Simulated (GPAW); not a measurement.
Set up this calculation in GPAW 26.7.0, as an ASE script.

```yaml
Task: band structure
Functional: LDA
Potentials_or_basis: the program's PAW data sets (release 1.2.1) made for this functional
Cutoff: 600 eV
Basis: pw
k_mesh: 8 × 8 × 8
Occupations: fermi-dirac, width 0.05 eV
Spin: no spin polarisation
Maxiter: 150
Band_path: GXWKGLUWLK,UX
Band_points: 80
```

The system is GaAs.

```
CELL_PARAMETERS angstrom
0.00000 2.82685 2.82685
2.82685 0.00000 2.82685
2.82685 2.82685 0.00000
ATOMIC_POSITIONS crystal
As 0.75000 0.75000 0.75000
Ga 0.00000 0.00000 0.00000
```

The input as run:

run.py

```python
from ase import Atoms
from ase.dft.bandgap import bandgap
from ase.io import write
from ase.units import GPa
from gpaw import GPAW, PW

atoms = Atoms(['As', 'Ga'],
              cell=[[0.0, 2.82685, 2.82685],
                    [2.82685, 0.0, 2.82685],
                    [2.82685, 2.82685, 0.0]],
              scaled_positions=[[0.75, 0.75, 0.75],
                                [0.0, 0.0, 0.0]],
              pbc=True)

calc = GPAW(mode=PW(600),
            xc='LDA',
            kpts={'size': (8, 8, 8), 'gamma': True},
            occupations={'name': 'fermi-dirac', 'width': 0.05},
            nbands=11,
            convergence={'density': 1e-05, 'energy': 1e-05},
            maxiter=150,
            txt='gpaw.txt')
atoms.calc = calc
energy = atoms.get_potential_energy()
forces = atoms.get_forces()
stress = atoms.get_stress()
calc.write('gs.gpw')
write('result.traj', atoms)
print(f'Energy: {energy:.6f} eV')
print('Forces (eV/A):')
print(forces.round(4))
print('Stress (GPa):', (stress / GPa).round(3))
print('Fermi level:', round(calc.get_fermi_level(), 4), 'eV')
print(f'Gap: {bandgap(calc)[0]:.4f} eV, direct: {bandgap(calc, direct=True)[0]:.4f} eV')

path = atoms.cell.bandpath('GXWKGLUWLK,UX', npoints=80, eps=1e-4)
bs_calc = calc.fixed_density(kpts=path, symmetry='off', nbands=21,
                             convergence={'bands': 'CBM+6.0', 'eigenstates': 1e-6}, txt='bands.txt')
bs = bs_calc.band_structure()
bs.write('bs.json')
print(f'Gap on the path: {bandgap(bs_calc)[0]:.4f} eV')
```

Potentials or basis: the program's PAW data sets (release 1.2.1) made for this functional, pw.

The run is started by

```sh
$ OMP_NUM_THREADS=1 python run.py
```

Results of the run:

```yaml
Pressure: -0.9 GPa
Band_gap_on_the_k_mesh: 0.36 eV, direct
Band_gap_along_the_path: 0.36 eV, direct
```

Run time: 23 s on 1 thread of Arm Neoverse V2, with other jobs on the host, peak memory 0.23 GiB.
